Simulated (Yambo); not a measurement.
## SiC (Moissanite 3C) in Yambo: convergence with bands in self energy

The system is SiC (Moissanite 3C).

```xyz
2
Lattice="0.0000 2.2077 2.2077 2.2077 0.0000 2.2077 2.2077 2.2077 0.0000" Properties=species:S:1:pos:R:3 pbc="T T T"
Si    0.0000    0.0000    0.0000
C     3.3115    3.3115    3.3115
```

The cell isn't the ideal one: cell stretched.

| Property | Result |
| --- | --- |
| Program | Yambo 5.3.0 |
| Task | G0W0 quasiparticle levels |
| Functional | PBEsol |
| Potentials or basis | PseudoDojo 0.4.1 SR PBEsol standard |
| Cutoff | 1116 eV |
| Density cutoff | 4463 eV |
| k mesh | 6 × 6 × 6 |
| Occupations | fixed |
| Spin | no spin polarisation |
| k mesh of the self-consistent run | 10 × 10 × 10 |
| Random integration of the Coulomb term | yes |
| Direction of the field or of q to 0 | x + y + z |
| Broadening | 0.1 eV |
| States corrected | Γ and the k points of the band edges |
| Frequency dependence of W | plasmon pole |
| Terminator of the band sum in the self-energy | none |
| Quasiparticle equation | linearised (Newton) |
| Imaginary frequency of the plasmon-pole fit | 27.2114 eV |
| Bands in the response | 104 |
| Bands in the self-energy | 9 |
| Cutoff of the response matrix | 12 Ry |
| Cutoff of exchange and Vxc | 82 Ry |
| Bands corrected (first, last) | [4, 5] |

These are the settings of the first run; the series varies bands in self energy, with any setting tied to it.

| bands in self energy | quasiparticle gap at the points computed (eV) |
| --- | --- |
| 9 | 1.794 |
| 14 | 1.847 |
| 24 | 1.943 |
| 44 | 2.058 |
| 104 | 2.156 |

Not settled before the last step: the quasiparticle gap at the points computed (to 0.05 eV). The tightest run that finished is the yardstick and may itself not be fully converged.

Caveat, for the tightest run too: this version prints the column dSc/dw multiplied by 27.2.
